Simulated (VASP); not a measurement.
# TePb (Fm-3m) in VASP: settings compared, part 2 of 2

VASP 6.6.1.

**4. Relaxation of the atoms, r2SCAN**

This run uses another cell than the first one, of 36.32 Å³/atom.

Contents of POSCAR:

```
TePb
1.0
    0.0000000000      3.3116881700      3.3116881700
    3.3116881700      0.0000000000      3.3116881700
    3.3116881700      3.3116881700      0.0000000000
Te Pb
1 1
Direct
    0.5000000000      0.5000000000      0.5000000000
    0.0000000000      0.0000000000      0.0000000000
```

Contents of INCAR.step1:

```
PREC = Accurate
ENCUT = 520
ISMEAR = -1
SIGMA = 0.02
LREAL = False
LASPH = True
NELM = 80
GGA = PE
ALGO = Normal
EDIFF = 1E-4
LWAVE = True
LCHARG = False
```

Contents of INCAR.step2:

```
PREC = Accurate
ENCUT = 520
EDIFF = 1E-7
ISMEAR = -1
SIGMA = 0.02
LREAL = False
LASPH = True
NELM = 80
ALGO = Normal
ISIF = 2
LWAVE = False
LCHARG = False
METAGGA = R2SCAN
LMIXTAU = True
IBRION = 2
NSW = 50
EDIFFG = -0.01
ISTART = 1
```

Contents of KPOINTS:

```
Automatic mesh
0
Gamma
  8 8 8
```

Potentials or basis: VASP PAW PBE potentials, release 64 (Te, Pb_d).

The run is started by

```console
> cat potpaw_PBE.64/Te/POTCAR potpaw_PBE.64/Pb_d/POTCAR > POTCAR
> cp INCAR.step1 INCAR
> mpirun -np 1 vasp_std > vasp.out
> cp INCAR.step2 INCAR
> mpirun -np 1 vasp_std > vasp.out
```

OUTCAR:

```text
PREC = Accurate
   ENCUT = 520
   EDIFF = 1E-7
   ISMEAR = -1
   LREAL = False
   LASPH = True
   NELM = 80
   ISIF = 2
   METAGGA = R2SCAN
   IBRION = 2
   NSW = 50
   EDIFFG = -0.01
   ISTART = 1

 ion  position               nearest neighbor table
   1  0.500  0.500  0.500-   2 3.31   2 3.31   2 3.31   2 3.31   2 3.31   2 3.31
   2  0.000  0.000  0.000-   1 3.31   1 3.31   1 3.31   1 3.31   1 3.31   1 3.31

  LATTYP: Found a face centered cubic cell.
 ALAT       =     6.6233763400
[... 599 lines left out ...]

  FORCE on cell =-STRESS in cart. coord.  units (eV):
  Direction    XX          YY          ZZ          XY          YZ          ZX
  --------------------------------------------------------------------------------------
  -------------------------------------------------------------------------------------
  Total       -0.7111612     -0.7111612     -0.7111612      0.0000000      0.0000000     -0.0000000
  in kB      -15.6855718    -15.6855718    -15.6855718      0.0000000      0.0000000     -0.0000000
  external PRESSURE =     -15.6855718 kB  Pullay stress =       0.0000000 kB

 VOLUME and BASIS-vectors are now :
 -----------------------------------------------------------------------------
  energy-cutoff  :      520.00
  volume of cell :       72.64
      direct lattice vectors                 reciprocal lattice vectors
     0.000000000  3.311688170  3.311688170    -0.150980399  0.150980399  0.150980399
     3.311688170  0.000000000  3.311688170     0.150980399 -0.150980399  0.150980399
     3.311688170  3.311688170  0.000000000     0.150980399  0.150980399 -0.150980399

 POSITION                                       TOTAL-FORCE (eV/Angst)
 -----------------------------------------------------------------------------------
      3.31169      3.31169      3.31169        -0.000000      0.000000      0.000000
      0.00000      0.00000      0.00000         0.000000     -0.000000     -0.000000
 -----------------------------------------------------------------------------------
    total drift:                               -0.000000      0.000000      0.000000

  FREE ENERGIE OF THE ION-ELECTRON SYSTEM (eV)
  ---------------------------------------------------
  free  energy   TOTEN  =       -82.6921763577 eV

  energy  without entropy=      -82.6921763576  energy(sigma->0) =      -82.69217636

 reached required accuracy - stopping structural energy minimisation
```

OSZICAR.step1:

```text
N       E                     dE             d eps       ncg     rms          rms(c)
DAV:   1     0.152178690255E+03    0.15218E+03   -0.93619E+03   820   0.136E+03
DAV:   2     0.391705356482E+01   -0.14826E+03   -0.14498E+03   842   0.329E+02
DAV:   3    -0.736816614167E+01   -0.11285E+02   -0.11058E+02  1106   0.979E+01
DAV:   4    -0.766646426600E+01   -0.29830E+00   -0.29819E+00   942   0.194E+01
DAV:   5    -0.767607572336E+01   -0.96115E-02   -0.96113E-02  1114   0.304E+00    0.287E+00
DAV:   6    -0.751939794424E+01    0.15668E+00   -0.38961E-01  1074   0.471E+00    0.173E+00
DAV:   7    -0.751559873579E+01    0.37992E-02   -0.99384E-02   974   0.169E+00    0.890E-01
DAV:   8    -0.751808764301E+01   -0.24889E-02   -0.11584E-02   866   0.128E+00    0.135E-01
DAV:   9    -0.751786583217E+01    0.22181E-03   -0.16897E-03  1120   0.460E-01    0.542E-02
DAV:  10    -0.751792621070E+01   -0.60379E-04   -0.17110E-04   740   0.965E-02
   1 F= -.75179262E+01 E0= -.75179262E+01  d E =-.113395E-10
```

It took 87 s on 1 thread of AMD EPYC 9R45 (Zen 5), shared host; peak memory 0.19 GiB.

Results:

| Quantity | Value |
| --- | --- |
| Free energy | -82.6922 eV |
| Pressure after relaxing | -1.6 GPa |
| Band gap on the k mesh | 1.17 eV |

Final structure:
```xyz
2
Lattice="0.0000 3.3117 3.3117 3.3117 0.0000 3.3117 3.3117 3.3117 0.0000" Properties=species:S:1:pos:R:3 pbc="T T T"
Te    3.3117    3.3117    3.3117
Pb    0.0000    0.0000    0.0000
```

Caveat: the relaxation stopped at its first step, so nothing moved; the PAW data sets were made with another functional, which shifts forces and pressure a little; spin-orbit coupling is left out, which moves the levels of the heavy elements. A k mesh can miss the band edges.

**5. Single point, LDA**

This run uses another cell than the first one, of 32.51 Å³/atom.

Contents of INCAR:

```
ALGO = Normal
EDIFF = 1E-6
ENCUT = 520
GGA = CA
ISIF = 2
ISMEAR = -1
LASPH = True
LCHARG = True
LELF = True
LREAL = False
LVHAR = True
LWAVE = False
NBANDS = 17
NELM = 80
PREC = Accurate
SIGMA = 0.02
```

Contents of KPOINTS:

```
k-points
0
Gamma
  8 8 8
```

Contents of POSCAR:

```
TePb
1.0
    0.0000000000      3.1914409303      3.1914409303
    3.1914409303      0.0000000000      3.1914409303
    3.1914409303      3.1914409303      0.0000000000
Te Pb
1 1
Direct
    0.5000000000      0.5000000000      0.5000000000
    0.0000000000      0.0000000000      0.0000000000
```

Potentials or basis: VASP PAW LDA potentials, release 64 (Te, Pb_d).

The run is started by

```console
> cat potpaw_LDA.64/Te/POTCAR potpaw_LDA.64/Pb_d/POTCAR > POTCAR
> mpirun -np 1 vasp_std > vasp.out
```

OUTCAR:

```text
EDIFF = 1E-6
   ENCUT = 520
   GGA = CA
   ISIF = 2
   ISMEAR = -1
   LASPH = True
   LREAL = False
   NELM = 80
   PREC = Accurate

 ion  position               nearest neighbor table
   1  0.500  0.500  0.500-   2 3.19   2 3.19   2 3.19   2 3.19   2 3.19   2 3.19
   2  0.000  0.000  0.000-   1 3.19   1 3.19   1 3.19   1 3.19   1 3.19   1 3.19

  LATTYP: Found a face centered cubic cell.
 ALAT       =     6.3828818606

  Lattice vectors:

[... 666 lines left out ...]

------------------------ aborting loop because EDIFF is reached ----------------------------------------

  FORCE on cell =-STRESS in cart. coord.  units (eV):
  Direction    XX          YY          ZZ          XY          YZ          ZX
  --------------------------------------------------------------------------------------
  -------------------------------------------------------------------------------------
  Total        0.0069218      0.0069218      0.0069218      0.0000000      0.0000000      0.0000000
  in kB        0.1705849      0.1705849      0.1705849      0.0000000      0.0000000      0.0000000
  external PRESSURE =       0.1705849 kB  Pullay stress =       0.0000000 kB

 VOLUME and BASIS-vectors are now :
 -----------------------------------------------------------------------------
  energy-cutoff  :      520.00
  volume of cell :       65.01
      direct lattice vectors                 reciprocal lattice vectors
     0.000000000  3.191440930  3.191440930    -0.156669044  0.156669044  0.156669044
     3.191440930  0.000000000  3.191440930     0.156669044 -0.156669044  0.156669044
     3.191440930  3.191440930  0.000000000     0.156669044  0.156669044 -0.156669044

 POSITION                                       TOTAL-FORCE (eV/Angst)
 -----------------------------------------------------------------------------------
      3.19144      3.19144      3.19144        -0.000000     -0.000000     -0.000000
      0.00000      0.00000      0.00000         0.000000      0.000000      0.000000
 -----------------------------------------------------------------------------------
    total drift:                               -0.000000      0.000000      0.000000

  FREE ENERGIE OF THE ION-ELECTRON SYSTEM (eV)
  ---------------------------------------------------
  free  energy   TOTEN  =        -8.7747434797 eV

  energy  without entropy=       -8.7747434713  energy(sigma->0) =       -8.77474348
```

stdout:

```text
POSCAR found type information on POSCAR TePb
 POSCAR found :  2 types and       2 ions
 scaLAPACK will be used
 LDA part: xc-table for (Slater(with rela. corr.)+CA(PZ))
 , standard interpolation
 POSCAR, INCAR and KPOINTS ok, starting setup
 FFT: planning ... GRIDC
 FFT: planning ... GRID_SOFT
 FFT: planning ... GRID
 WAVECAR not read
 entering main loop
```

It took 12 s on 1 thread of Intel Xeon 6975P-C (Granite Rapids), shared host; peak memory 0.18 GiB.

What came out:

- Free energy: -8.7747 eV
- Pressure: 0.0 GPa
- Band gap on the k mesh: 0.56 eV

Levels at points of the mesh, in eV from the valence-band top:
```tsv
k point	band 8	band 9	band 10	band 11	band 12	band 13
(0.00, 0.00, 0.00)	-1.50	-1.50	-1.50	4.02	4.02	4.02
(0.50, 0.00, 0.00)	-0.99	-0.99	0.00	0.56	1.10	1.10
(0.50, 0.50, 0.00)	-4.82	-3.03	-3.03	3.08	5.51	5.51
```

Caveat: spin-orbit coupling is left out, which moves the levels of the heavy elements.

**6. Single point, PBEsol**

This run uses another cell than the first one, of 33.44 Å³/atom.

Contents of INCAR:

```
SYSTEM = TePb
PREC     = Accurate       ! precision mode
ENCUT    = 520            ! plane-wave cutoff, eV
EDIFF    = 1E-6           ! SCF threshold, eV
ISMEAR   = -1             ! smearing method
SIGMA    = 0.02           ! smearing width, eV
LREAL    = .False.        ! projectors in reciprocal space
LASPH    = .True.         ! aspherical terms in the spheres
NELM     = 60             ! most SCF steps
ALGO     = Normal         ! electronic algorithm
ISIF     = 2              ! what is computed and relaxed
LWAVE    = .False.        ! write WAVECAR
LCHARG   = .True.         ! write CHGCAR
GGA      = PS             ! functional
LELF     = .True.         ! ELF
LVHAR    = .True.       
NBANDS   = 17             ! bands
```

Contents of KPOINTS:

```
Automatic mesh
0
Gamma
  8 8 8
  0 0 0
```

Contents of POSCAR:

```
TePb
1.0
    0.0000000000      3.2217564239      3.2217564239
    3.2217564239      0.0000000000      3.2217564239
    3.2217564239      3.2217564239      0.0000000000
Te Pb
1 1
Direct
    0.5000000000      0.5000000000      0.5000000000
    0.0000000000      0.0000000000      0.0000000000
```

Potentials or basis: VASP PAW PBE potentials, release 64 (Te, Pb_d).

The run is started by

```console
> cat potpaw_PBE.64/Te/POTCAR potpaw_PBE.64/Pb_d/POTCAR > POTCAR
> mpirun -np 1 vasp_std > vasp.out
```

Run time: 14 s. Hardware: 1 thread of Intel Xeon 6975P-C (Granite Rapids), shared host; peak memory 0.21 GiB.

The run converged. Its results:

```yaml
Free_energy: -8.2591 eV
Pressure: 0.0 GPa
Band_gap_on_the_k_mesh: 0.65 eV
```

Levels at points of the mesh, in eV from the valence-band top:
| k point | band 7 | band 8 | band 9 | band 10 | band 11 | band 12 | band 13 | band 14 |
| --- | --- | --- | --- | --- | --- | --- | --- | --- |
| (0.00, 0.00, 0.00) | -5.59 | -1.37 | -1.37 | -1.37 | 4.07 | 4.07 | 4.07 | 5.74 |
| (0.50, 0.00, 0.00) | -8.65 | -0.90 | -0.90 | 0.00 | 0.65 | 1.22 | 1.22 | 8.30 |
| (0.50, 0.50, 0.00) | -7.32 | -4.59 | -2.85 | -2.85 | 3.17 | 5.49 | 5.49 | 6.73 |

Caveat: the PAW data sets were made with another functional, which shifts forces and pressure a little; spin-orbit coupling is left out, which moves the levels of the heavy elements.

**7. The runs side by side**

```csv
task,level,potentials or basis,cell,gap on the mesh (eV),pressure (GPa)
relaxation of the atoms,r2SCAN,"VASP PAW PBE potentials, release 64 (Te, Pb_d)","atoms relaxed from a = 4.713 Å, angles 60.0°, 2 atoms",1.20,-2.2
relaxation of the atoms,r2SCAN,"VASP PAW PBE potentials, release 64 (Te, Pb_d)","atoms relaxed from a = 4.653 Å, angles 60.0°, 2 atoms",1.13,-0.9
relaxation of the atoms,r2SCAN,"VASP PAW PBE potentials, release 64 (Te, Pb_d)","atoms relaxed from a = 4.683 Å, angles 60.0°, 2 atoms",1.17,-1.6
single point,LDA,"VASP PAW LDA potentials, release 64 (Te, Pb_d)","a = 4.513 Å, angles 60.0°, 2 atoms",0.56,0.0
single point,PBEsol,"VASP PAW PBE potentials, release 64 (Te, Pb_d)","a = 4.556 Å, angles 60.0°, 2 atoms",0.65,0.0
```

Alike in all rows: no spin polarisation; k mesh 8 × 8 × 8; cutoff (eV) 520; smearing fermi-dirac 0.02 eV.

Caveats: spin-orbit coupling is left out, which moves the levels of the heavy elements; the PAW data sets were made with another functional, which shifts forces and pressure a little (at least some runs); the relaxation stopped at its first step, so nothing moved (at least some runs).

Total energies depend on the potentials used, so only differences within one code and one set of settings carry meaning.

**8. How close it comes**

Step 3. A measured gap of TePb is 0.19 eV (direct; 4.2 K; a printed reference work, monograph); the calculated 1.13 eV misses it by +0.94 eV. Spin-orbit coupling on Pb, Te is left out. The value is that of r2SCAN on a finite k mesh, which can miss the band edges, without temperature or zero-point motion.

Step 5. Measured gap of TePb: 0.19 eV (direct; 4.2 K; a printed reference work, monograph). This calculation gives 0.56 eV (+0.37 eV). Spin-orbit coupling on Pb, Te is left out. The value is that of LDA on a finite k mesh, which can miss the band edges, without temperature or zero-point motion.

Step 6. Measured gap of TePb: 0.19 eV (direct; 4.2 K; a printed reference work, monograph). This calculation gives 0.65 eV (+0.46 eV). Spin-orbit coupling on Pb, Te is left out. The value is that of PBEsol on a finite k mesh, which can miss the band edges, without temperature or zero-point motion.
